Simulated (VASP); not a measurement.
**KBr (strained measured structure), PBE single-point calculation: Ansatz's output and VASP's**

```xyz
2
Lattice="0.0000 3.4540 3.3024 3.4540 0.0000 3.3024 3.4540 3.4540 0.0000" Properties=species:S:1:pos:R:3 pbc="T T T"
K     0.0000    0.0000    0.0000
Br    3.4540    3.4540    3.3024
```

Ansatz printed

```
SCF 1 converged in 6 iterations: F = -4324.491183 eV  dr2 = 1.17e-8
  greatest PAW one-centre occupation: 0.987 electrons in one spin orbital (limit 2), on the K atom at site 0 (counted from 0), in its partial waves of l = 0
NSCF: frozen V_eff on 6 k-points
SCF converged after 6 iterations
Free energy (F): -4324.491183 eV
Harris-Foulkes:  -4324.491183 eV  (|F-HF|=8.35e-9)
Internal energy: -4324.491183 eV  (E = F + TS)
E sigma→0 (E₀):  -4324.491183 eV
Fermi energy:    2.596003 eV
--- Per-component energies (eV) ---
  E_band       = -143.833175
  E_kinetic    = 387.531037
  E_local      = -877.037210  (includes V_loc(G=0)·N_el)
  E_nonlocal   = 82.703064
  E_hartree    = 286.190064
  E_xc         = -400.214964
  E_vxc        = -269.094289  (∫ρ·V_xc dr)
  E_paw        = -3028.345392  (= ΣΔE_a)
  E_vpaw       = -40.314882  (= ΣTr[D̂ρ^β])
  E_aug_tail   = -0.000004  (compensation charges beyond the density's cutoff)
  E_ewald      = -775.317777
  E_smearing   = -0.000000  (= −TS)
  E_closure    = 0.000000  (closes the sum)
  Σ components = -4324.491183   (vs F -4324.491183, Δ=0.00e0)
--- Forces (eV/Å), atoms counted from 1 ---
  atom   1  K     -0.00000000     0.00000000    -0.00000000
  atom   2  Br     0.00000000     0.00000000     0.00000000
  max |Σ_I F_I| component: 9.47e-30 eV/Å
--- Stress (GPa, compression-positive) ---
       -0.788681       0.000000       0.000000
        0.000000      -0.788681       0.000000
        0.000000       0.000000       0.180883
  P = ⅓ Tr σ = -0.4655 GPa (-4.655 kbar)
--- Band table (eV; the first three rows and the last of 30) ---
  k-point 0: bands = ["-27.4944", "-11.7094", "-10.9680", "-10.9680", "-10.9634", "0.4811", "0.4811", "0.4863", "4.6824", "7.9724", "7.9724", "8.2238"]
  k-point 1: bands = ["-27.4936", "-11.7596", "-10.9699", "-10.9663", "-10.9016", "0.1717", "0.4105", "0.4134", "5.2806", "7.8885", "8.2745", "8.4338"]
  k-point 2: bands = ["-27.4919", "-11.8424", "-10.9736", "-10.9673", "-10.7911", "-0.3215", "0.2770", "0.2787", "6.3935", "7.9889", "9.0668", "9.1909"]
  k-point 29: bands = ["-27.4896", "-11.6296", "-11.0266", "-10.9962", "-10.9962", "-0.2058", "0.1967", "0.1967", "6.3926", "7.4056", "9.6516", "9.7327"]
```

The two codes use different PAW datasets and cutoffs. VASP's cell holds 16 valence electrons and Ansatz's 16. Ansatz's stress includes a Pulay correction; VASP's doesn't.

Q: What does VASP give for the same cell and level of theory?

A: gap between bands v and c 4.19 eV; least direct gap 4.19 eV; pressure -0.4 GPa.

From OUTCAR

```
k-points           NKPTS =     30   k-points in BZ     NKDIM =     30   number of bands    NBANDS=     15

   NELECT =      16.0000    total number of electrons

   dimension x,y,z NGX =    36 NGY =   36 NGZ =   36
   dimension x,y,z NGXF=    72 NGYF=   72 NGZF=   72

  energy-cutoff  :      520.00
  volume of cell :       78.80
      direct lattice vectors                 reciprocal lattice vectors
     0.000000000  3.454020637  3.302438701    -0.144758834  0.144758834  0.151403264
     3.454020637  0.000000000  3.302438701     0.144758834 -0.144758834  0.151403264
     3.454020637  3.454020637  0.000000000     0.144758834  0.144758834 -0.151403264

 k-points in reciprocal lattice and weights: KPOINTS created by Atomic Simulation Env
   0.00000000  0.00000000  0.00000000       0.005
   0.16666667 -0.00000000  0.00000000       0.037
   0.33333333 -0.00000000  0.00000000       0.037
   0.50000000 -0.00000000  0.00000000       0.019
   0.16666667  0.16666667  0.00000000       0.009
   0.33333333  0.16666667  0.00000000       0.037
   0.50000000  0.16666667  0.00000000       0.037
  -0.33333333  0.16666667  0.00000000       0.037
   ...

 E-fermi :  -1.6451

 k-point     1 :       0.0000    0.0000    0.0000
  band No.  band energies     occupation
      1     -30.0638      2.00000
      2     -14.2723      2.00000
      3     -13.5369      2.00000
      4     -13.5369      2.00000
      5     -13.5318      2.00000
      6      -2.0818      2.00000
      7      -2.0818      2.00000
      8      -2.0765      2.00000
      9       2.1184      0.00000
     10       5.4099      0.00000
     11       5.4099      0.00000
     12       5.6621      0.00000
     13       6.1596      0.00000
     14       6.3628      0.00000
     15       9.2838      0.00000

 k-point     2 :       0.1667   -0.0000    0.0000
  band No.  band energies     occupation
      1     -30.0630      2.00000
      2     -14.3229      2.00000
      3     -13.5388      2.00000
      4     -13.5350      2.00000
      5     -13.4698      2.00000
      6      -2.3913      2.00000
      7      -2.1523      2.00000
      8      -2.1493      2.00000
      9       2.7167      0.00000
     10       5.3263      0.00000
     11       5.7135      0.00000
     12       5.8736      0.00000
     13       6.4583      0.00000
     14       6.6822      0.00000
     15      10.0539      0.00000

 k-point     3 :       0.3333   -0.0000    0.0000
  band No.  band energies     occupation
      1     -30.0613      2.00000
      2     -14.4062      2.00000
      3     -13.5426      2.00000
      4     -13.5360      2.00000
      5     -13.3588      2.00000
      6      -2.8848      2.00000
      7      -2.2855      2.00000
      8      -2.2837      2.00000
      9       3.8304      0.00000
     10       5.4268      0.00000
     11       6.5115      0.00000
     12       6.6372      0.00000
     13       7.2154      0.00000
     14       7.4883      0.00000
     15       8.8567      0.00000

 k-point     4 :       0.5000   -0.0000    0.0000
  band No.  band energies     occupation
      1     -30.0605      2.00000
      2     -14.4420      2.00000
      3     -13.5444      2.00000
      4     -13.5365      2.00000
      5     -13.3089      2.00000
      6      -3.0924      2.00000
      7      -2.3488      2.00000
      8      -2.3477      2.00000
      9       4.3089      0.00000
     10       5.7886      0.00000
     11       7.4145      0.00000
     12       7.4485      0.00000
     13       7.5245      0.00000
     14       7.9006      0.00000
     15       8.2012      0.00000

 k-point     5 :       0.1667    0.1667    0.0000
  band No.  band energies     occupation
      1     -30.0626      2.00000
      2     -14.3451      2.00000
      3     -13.5438      2.00000
      4     -13.5438      2.00000
      5     -13.4289      2.00000
      6      -2.4925      2.00000
      7      -2.1686      2.00000
      8      -2.1686      2.00000
      9       2.8543      0.00000
     10       4.9863      0.00000
     11       6.0712      0.00000
     12       6.0712      0.00000
     13       6.3739      0.00000
     14       7.0617      0.00000
     15      10.4248      0.00000

 k-point     6 :       0.3333    0.1667    0.0000
  band No.  band energies     occupation
      1     -30.0611      2.00000
      2     -14.3795      2.00000
      3     -13.5492      2.00000
      4     -13.5458      2.00000
      5     -13.3804      2.00000
      6      -2.7952      2.00000
      7      -2.2995      2.00000
      8      -2.2706      2.00000
      9       3.7597      0.00000
     10       4.7794      0.00000
     11       6.7451      0.00000
     12       6.7638      0.00000
     13       6.9751      0.00000
     14       7.5213      0.00000
     15       9.1251      0.00000

 ...

  Total       -0.3809100     -0.3809100      0.1038892      0.0000000     -0.0000000      0.0000000
  in kB       -7.7449445     -7.7449445      2.1123523      0.0000000     -0.0000000      0.0000000
  external PRESSURE =      -4.4591789 kB  Pullay stress =       0.0000000 kB

 POSITION                                       TOTAL-FORCE (eV/Angst)
 -----------------------------------------------------------------------------------
      0.00000      0.00000      0.00000         0.000000      0.000000     -0.000000
      3.45402      3.45402      3.30244         0.000000      0.000000      0.000000
 -----------------------------------------------------------------------------------
    total drift:                                0.000000      0.000000      0.000000

  FREE ENERGIE OF THE ION-ELECTRON SYSTEM (eV)
  ---------------------------------------------------
  free  energy   TOTEN  =        -6.2114770911 eV

  energy  without entropy=       -6.2114770911  energy(sigma->0) =       -6.21147709
```
